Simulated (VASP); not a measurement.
HfO2:

```
Hf O
1.0
     5.07623    0.00000   -0.00248
     0.00000    5.15429    0.00000
    -0.87565    0.00000    5.17132
Hf O
4 8
Direct
  0.27731 0.45730 0.70766
  0.72269 0.95730 0.79234
  0.72269 0.54270 0.29234
  0.27731 0.04270 0.20766
  0.44707 0.74182 0.98080
  0.55293 0.24182 0.51920
  0.55293 0.25818 0.01920
  0.44707 0.75818 0.48080
  0.07115 0.33718 0.34080
  0.92885 0.83718 0.15920
  0.92885 0.66282 0.65920
  0.07115 0.16282 0.84080
```

The cell is a database's computed one.

Base run:

| Quantity | Value |
| --- | --- |
| Program | VASP 6.6.1 |
| Functional | PBEsol |
| Potentials or basis | VASP PAW PBE potentials, release 64 (Hf_pv, O) |
| Cutoff | 520 eV |
| k mesh | 4 × 4 × 4 |
| Occupations | gaussian, width 0.5 eV |
| Spin | no spin polarisation |

Its results: band gap on the k mesh 3.96 eV, indirect (least direct gap 4.06 eV); pressure 0.2 GPa; largest force 0.006 eV/Å.

Q: After a change of settings the same cell gave: band gap on the k mesh 4.57 eV, indirect (least direct gap 4.66 eV); pressure 2.0 GPa; largest force 0.120 eV/Å. Which change was it?
A. cutoff from 520 eV to 700 eV; occupations from gaussian, width 0.5 eV to gaussian, width 0.02 eV
B. k mesh from 4 × 4 × 4 to 6 × 6 × 6; occupations from gaussian, width 0.5 eV to gaussian, width 0.02 eV
C. functional from PBEsol to r2SCAN; occupations from gaussian, width 0.5 eV to gaussian, width 0.02 eV
D. potentials or basis from VASP PAW PBE potentials, release 64 (Hf_pv, O) to VASP PAW PBE potentials, release 64 (Hf_pv, O_h); cutoff from 520 eV to 900 eV; occupations from gaussian, width 0.5 eV to gaussian, width 0.02 eV

A: C.

Caveats: the PAW data sets were made with another functional, which shifts forces and pressure a little; spin-orbit coupling is left out, which moves the levels of the heavy elements.
